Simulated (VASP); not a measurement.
# Li2S (Fm-3m) in VASP: a series of runs

The runs below take Li2S through single point, with HSE06, PBE.

Program: VASP 6.6.1. These are calculated values, not measurements. Logs are shortened: lines on timing, memory, paths and dates and some standing lists are left out, and cuts for length are marked.

## 1. Starting point

It takes space group Fm-3m (No. 225, cubic). Conventional cell: a = 5.691 Å, b = 5.691 Å, c = 5.691 Å, α = 90.00°, β = 90.00°, γ = 90.00°. Li (site symmetry -43m) has 4 S at 2.46 Å as nearest neighbours. S (site symmetry m-3m) is surrounded by 8 Li at 2.46 Å.

## 2. Single point, HSE06

File POSCAR:

```
Li2S
1.0
    0.0000000000      2.8452943747      2.8452943747
    2.8452943747      0.0000000000      2.8452943747
    2.8452943747      2.8452943747      0.0000000000
Li S
2 1
Direct
    0.2500000000      0.2500000000      0.2500000000
    0.7500000000      0.7500000000      0.7500000000
    0.0000000000      0.0000000000      0.0000000000
```

File INCAR.step1:

```
SYSTEM = Li2S
PREC = Accurate
ENCUT = 520
EDIFF = 1E-5
ISMEAR = 0
SIGMA = 0.01
LREAL = .False.
LASPH = .True.
NELM = 100
ALGO = Normal
ISIF = 2
LWAVE = .True.
NBANDS = 13
GGA = PE
```

File INCAR.step2:

```
SYSTEM = Li2S
PREC = Accurate
ENCUT = 520
EDIFF = 1E-6
ISMEAR = 0
SIGMA = 0.01
LREAL = .False.
LASPH = .True.
NELM = 100
ALGO = Normal
ISIF = 2
LWAVE = .False.
LCHARG = .True.
GGA = PE
LHFCALC = .True.
HFSCREEN = 0.2079
PRECFOCK = Normal
LELF = .True.
LVHAR = .True.
NBANDS = 13
ISTART = 1
```

File KPOINTS:

```
Automatic mesh
0
Gamma
  4 4 4
  0 0 0
```

Potentials or basis: VASP PAW PBE potentials, release 64 (Li_sv, S).

Run with:

```
> cat potpaw_PBE.64/Li_sv/POTCAR potpaw_PBE.64/S/POTCAR > POTCAR
> cp INCAR.step1 INCAR
> mpirun -np 1 vasp_std > vasp.out
> cp INCAR.step2 INCAR
> mpirun -np 1 vasp_std > vasp.out
```

OUTCAR:

```text
SYSTEM = Li2S
   PREC = Accurate
   ENCUT = 520
   EDIFF = 1E-6
   ISMEAR = 0
   LREAL = .False.
   LASPH = .True.
   NELM = 100
   ISIF = 2
   GGA = PE
   LHFCALC = .True.
   HFSCREEN = 0.2079
   PRECFOCK = Normal
   ISTART = 1

 ion  position               nearest neighbor table
   1  0.250  0.250  0.250-   3 2.46   3 2.46   3 2.46   3 2.46
   2  0.750  0.750  0.750-   3 2.46   3 2.46   3 2.46   3 2.46
   3  0.000  0.000  0.000-   2 2.46   2 2.46   2 2.46   1 2.46   2 2.46   1 2.46   1 2.46   1 2.46

  LATTYP: Found a face centered cubic cell.
 ALAT       =     5.6905887494

  Lattice vectors:

 A1 = (   0.0000000000,   2.8452943747,   2.8452943747)
 A2 = (   2.8452943747,   0.0000000000,   2.8452943747)
 A3 = (   2.8452943747,   2.8452943747,   0.0000000000)

Analysis of symmetry for initial positions (statically):
=====================================================================
 Subroutine PRICEL returns:
 Original cell was already a primitive cell.

 Routine SETGRP: Setting up the symmetry group for a
 face centered cubic supercell.

 Subroutine GETGRP returns: Found 48 space group operations
 (whereof 48 operations were pure point group operations)
 out of a pool of 48 trial point group operations.

The static configuration has the point symmetry O_h .

Analysis of symmetry for dynamics (positions and initial velocities):
=====================================================================
 Subroutine PRICEL returns:
 Original cell was already a primitive cell.

 Routine SETGRP: Setting up the symmetry group for a
 face centered cubic supercell.

 Subroutine GETGRP returns: Found 48 space group operations
 (whereof 48 operations were pure point group operations)
 out of a pool of 48 trial point group operations.

The dynamic configuration has the point symmetry O_h .

 Subroutine INISYM returns: Found 48 space group operations
 (whereof 48 operations are pure point group operations),
 and found     1 'primitive' translations

----------------------------------------------------------------------------------------

                                     Primitive cell

  volume of cell :      46.0693

  direct lattice vectors                    reciprocal lattice vectors
     0.000000000  2.845294375  2.845294375    -0.175728742  0.175728742  0.175728742
     2.845294375  0.000000000  2.845294375     0.175728742 -0.175728742  0.175728742
     2.845294375  2.845294375  0.000000000     0.175728742  0.175728742 -0.175728742

  length of vectors
     4.023853894  4.023853894  4.023853894     0.304371109  0.304371109  0.304371109

  position of ions in fractional coordinates (direct lattice)
     0.250000000  0.250000000  0.250000000
     0.750000000  0.750000000  0.750000000
     0.000000000  0.000000000  0.000000000

  ion indices of the primitive-cell ions
   primitive index   ion index
                 1           1
                 2           2
                 3           3

----------------------------------------------------------------------------------------

 KPOINTS: Automatic mesh

Automatic generation of k-mesh.
 Grid dimensions read from file:
 generate k-points for:    4    4    4

 Generating k-lattice:

  Cartesian coordinates                     Fractional coordinates (reciprocal lattice)
    -0.043932185  0.043932185  0.043932185     0.250000000  0.000000000  0.000000000
     0.043932185 -0.043932185  0.043932185     0.000000000  0.250000000  0.000000000
     0.043932185  0.043932185 -0.043932185     0.000000000  0.000000000  0.250000000

  Length of vectors
     0.076092777  0.076092777  0.076092777

  Shift w.r.t. Gamma in fractional coordinates (k-lattice)
     0.000000000  0.000000000  0.000000000

 Subroutine IBZKPT returns following result:
 ===========================================

 Found      8 irreducible k-points:

 Following reciprocal coordinates:
            Coordinates               Weight
  0.000000  0.000000  0.000000      1.000000
  0.250000  0.000000  0.000000      8.000000
  0.500000  0.000000  0.000000      4.000000
  0.250000  0.250000  0.000000      6.000000
  0.500000  0.250000  0.000000     24.000000
 -0.250000  0.250000  0.000000     12.000000
  0.500000  0.500000  0.000000      3.000000
 -0.250000  0.500000  0.250000      6.000000
   k-points           NKPTS =      8   k-points in BZ     NKDIM =     64   number of bands    NBANDS=     13
   number of dos      NEDOS =    301   number of ions     NIONS =      3
   total plane-waves  NPLWV =  27000
   dimension x,y,z NGX =    30 NGY =   30 NGZ =   30
   dimension x,y,z NGXF=    60 NGYF=   60 NGZF=   60
   ions per type =               2   1
   NGX,Y,Z   is equivalent  to a cutoff of  12.39, 12.39, 12.39 a.u.
   NGXF,Y,Z  is equivalent  to a cutoff of  24.79, 24.79, 24.79 a.u.
 SYSTEM =  Li2S
   PREC   = accura    normal or accurate (medium, high low for compatibility)
   ISTART =      1    job   : 0-new  1-cont  2-samecut
   ICHARG =      0    charge: 1-file 2-atom 10-const
   ISPIN  =      1    spin polarized calculation?
   LNONCOLLINEAR =      F non collinear calculations
   LSORBIT =      F    spin-orbit coupling
   LASPH  =      T    aspherical Exc in radial PAW
   ENCUT  =  520.0 eV  38.22 Ry    6.18 a.u.   7.48  7.48  7.48*2*pi/ulx,y,z
   NELM   =    100;   NELMIN=  2; NELMDL=  0     # of ELM steps
   EDIFF  = 0.1E-05   stopping-criterion for ELM
   LREAL  =      F    real-space projection
   EDIFFG = 0.1E-04   stopping-criterion for IOM
   NSW    =      0    number of steps for IOM
   IBRION =     -1    ionic relax: 0-MD 1-quasi-New 2-CG
   NFREE  =      0    steps in history (QN), initial steepest desc. (CG)
   ISIF   =      2    stress and relaxation
   ISYM   =      3    0-nonsym 1-usesym 2-fastsym
   POTIM  = 0.5000    time-step for ionic-motion
   TEBEG  =    0.0;   TEEND  =   0.0 temperature during run
   PSTRESS=    0.0 pullay stress
   NELECT =      12.0000    total number of electrons
   NUPDOWN=      -1.0000    fix difference up-down
   EMIN   =  10.00;   EMAX   =-10.00  energy-range for DOS
   EFERMI =   0.00;   METHOD = LEGACY
   ISMEAR =     0;   SIGMA  =   0.01  broadening in eV -4-tet -1-fermi 0-gaus
   EFERMI_NEDOS =   21; number of points for ismear=-14 and -15
   IALGO  =     38    algorithm
   IMIX   =      1    mixing-type and parameters
     AMIX     =   0.40;   BMIX     =  1.00
     AMIX_MAG =   1.60;   BMIX_MAG =  1.00
  volume/ion in A,a.u.               =      15.36       103.63
  Fermi-wavevector in a.u.,A,eV,Ry     =   1.045518  1.975742 14.872626  1.093107
  Thomas-Fermi vector in A             =   2.180317
   LORBIT       =      0    0 simple, 1 ext, 2 COOP (PROOUT), +10 PAW based schemes
   GGA     = PE    functional components
   LHFCALC =     T    Hartree Fock is set to
   PRECFOCK=normal    Normal, Fast or Accurate (Low or Medium for compatibility)
   ENCUT4O =  -1.0   cutoff for four orbital integrals eV
   NKREDX  =     1    reduce k-point grid by
   NKREDY  =     1    reduce k-point grid by
   NKREDZ  =     1    reduce k-point grid by
   AEXX    =    0.2500 exact exchange contribution
   HFSCREEN=    0.2079 screening length (either q_TF or 0.3 A-1)
   HFSCREENC=   0.2079 screening length for correlation (either q_TF or 0.3 A-1)
   ENCUTFOCK=  -1.0 apply spherical cutoff to Coloumb kernel
   IVDW    =     0    specifies the selected vdW correction
   LEPSILON=     F    determine dielectric tensor
   LRPA    =     F    only Hartree local field effects (RPA)
 non-spin polarized calculation
 Gauss-broadening in eV      SIGMA  =   0.01
  energy-cutoff  :      520.00
  volume of cell :       46.07
 maximum number of plane-waves:      1245
 NGX is ok and might be reduce to    30
  NGX = 24; NGY = 24; NGZ = 24

 number of electron      11.9999990 magnetization

 Free energy of the ion-electron system (eV)
  ---------------------------------------------------
  ext. energy  EPLUGINS =         0.00000000
  ---------------------------------------------------
  free energy    TOTEN  =       -13.50893852 eV

  energy without entropy =      -13.50893852  energy(sigma->0) =      -13.50893852

 E-fermi :   0.9416     XC(G=0):  -7.1184

 val. band max:        0.7759823876   @ k =   0.0000   0.0000   0.0000
 cond. band min:       5.1067178251   @ k =   0.5000   0.5000   0.0000
 fundamental gap:      4.3307354374
 Fermi energy:         0.9415577355

 k-point     1 :       0.0000    0.0000    0.0000
  band No.  band energies     occupation
      1     -46.3779      2.00000
      2     -46.3334      2.00000
      3     -11.4095      2.00000
      4       0.7760      2.00000
      5       0.7760      2.00000
      6       0.7760      2.00000
      7       6.1285      0.00000
      8       8.1656      0.00000
      9       8.1656      0.00000
     10       8.1656      0.00000
     11      13.2986      0.00000
     12      13.2986      0.00000
     13      14.5272      0.00000

 k-point     2 :       0.2500    0.0000    0.0000
  band No.  band energies     occupation
      1     -46.3709      2.00000
      2     -46.3393      2.00000
      3     -11.1773      2.00000
      4      -1.0484      2.00000
      5       0.4770      2.00000
      6       0.4770      2.00000
      7       7.2839      0.00000
      8       8.7464      0.00000
      9       8.7464      0.00000
     10       9.4264      0.00000
     11      11.9064      0.00000
     12      11.9064      0.00000
     13      15.1337      0.00000
[... 65 lines left out ...]
 k-point     7 :       0.5000    0.5000    0.0000
  band No.  band energies     occupation
      1     -46.3617      2.00000
      2     -46.3464      2.00000
      3     -10.7643      2.00000
      4      -1.6258      2.00000
      5      -0.7660      2.00000
      6      -0.7660      2.00000
      7       5.1067      0.00000
      8       9.0333      0.00000
      9      13.3330      0.00000
     10      13.3330      0.00000
     11      14.4541      0.00000
     12      14.7839      0.00000
     13      14.7839      0.00000

 k-point     8 :      -0.2500    0.5000    0.2500
  band No.  band energies     occupation
      1     -46.3541      2.00000
      2     -46.3541      2.00000
      3     -10.7517      2.00000
      4      -1.2311      2.00000
      5      -1.2311      2.00000
      6      -1.1009      2.00000
      7       7.2743      0.00000
      8       9.3062      0.00000
      9      10.9681      0.00000
     10      10.9681      0.00000
     11      14.1945      0.00000
     12      14.1945      0.00000
     13      14.9554      0.00000

------------------------ aborting loop because EDIFF is reached ----------------------------------------

  FORCE on cell =-STRESS in cart. coord.  units (eV):
  Direction    XX          YY          ZZ          XY          YZ          ZX
  --------------------------------------------------------------------------------------
  -------------------------------------------------------------------------------------
  Total       -0.1189670     -0.1189670     -0.1189670     -0.0000000     -0.0000000      0.0000000
  in kB       -4.1373824     -4.1373824     -4.1373824     -0.0000000     -0.0000000      0.0000000
  external PRESSURE =      -4.1373824 kB  Pullay stress =       0.0000000 kB

 VOLUME and BASIS-vectors are now :
 -----------------------------------------------------------------------------
  energy-cutoff  :      520.00
  volume of cell :       46.07
      direct lattice vectors                 reciprocal lattice vectors
     0.000000000  2.845294375  2.845294375    -0.175728742  0.175728742  0.175728742
     2.845294375  0.000000000  2.845294375     0.175728742 -0.175728742  0.175728742
     2.845294375  2.845294375  0.000000000     0.175728742  0.175728742 -0.175728742

 POSITION                                       TOTAL-FORCE (eV/Angst)
 -----------------------------------------------------------------------------------
      1.42265      1.42265      1.42265        -0.000000     -0.000000     -0.000000
      4.26794      4.26794      4.26794         0.000000      0.000000      0.000000
      0.00000      0.00000      0.00000         0.000000     -0.000000      0.000000
 -----------------------------------------------------------------------------------
    total drift:                               -0.000000      0.000000     -0.000000

  FREE ENERGIE OF THE ION-ELECTRON SYSTEM (eV)
  ---------------------------------------------------
  free  energy   TOTEN  =       -13.5089385235 eV

  energy  without entropy=      -13.5089385235  energy(sigma->0) =      -13.50893852
```

Wall time 2 min (1 thread of Intel Xeon Platinum 8259CL at 2.50GHz (Skylake/Cascade Lake), shared host); peak memory 0.26 GiB.

Results:

| Item | Value |
| --- | --- |
| Free energy | -13.5089 eV |
| Band gap on the k mesh | 4.33 eV, indirect (least direct gap 5.35 eV) |

Caveat: the k mesh is coarse (spacing up to 0.48 Å⁻¹), so the values aren't converged, least of all with exact exchange; the cutoff is under 1.25 times the usual one of these potentials, so pressure, stress and relaxed cells hold a basis-set (Pulay) error; the PAW data sets were made with another functional, which shifts forces and pressure a little.

(Continued in part 2 of 2.)
